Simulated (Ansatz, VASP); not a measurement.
KF in VASP and in Ansatz

```
K F
1.0
     3.13055    0.00000    0.00000
     0.00000    3.13055    0.00000
     0.00000    0.00000    3.13055
K F
1 1
Cartesian
  0.0000 0.0000 0.0000
  1.5653 1.5653 1.5653
```

Change from the starting cell: hydrostatic strain -1.5%.

Alike in both runs: task single point; functional r2SCAN; k mesh 8 × 8 × 8; no spin polarisation.

|  | VASP | Ansatz |
| --- | --- | --- |
| version | VASP 6.6.1 | Ansatz 0.2.0 |
| potentials or method | VASP PAW PBE potentials, release 64 (K_sv, F) | plane waves, PAW |
| plane-wave cutoff (eV) | 520 | 500 |
| occupations | gaussian, width 0.01 eV | fixed |
| valence electrons in the cell | 16 | 16 |

```csv
,VASP,Ansatz,Ansatz less VASP
gap on the k mesh at the Fermi level (eV),8.12,8.11,-0.006
pressure (GPa),2.2,2.2,-0.02
```

Caveats: the PAW data sets were made with another functional, which shifts forces and pressure a little (VASP). A k mesh can miss the band edges.
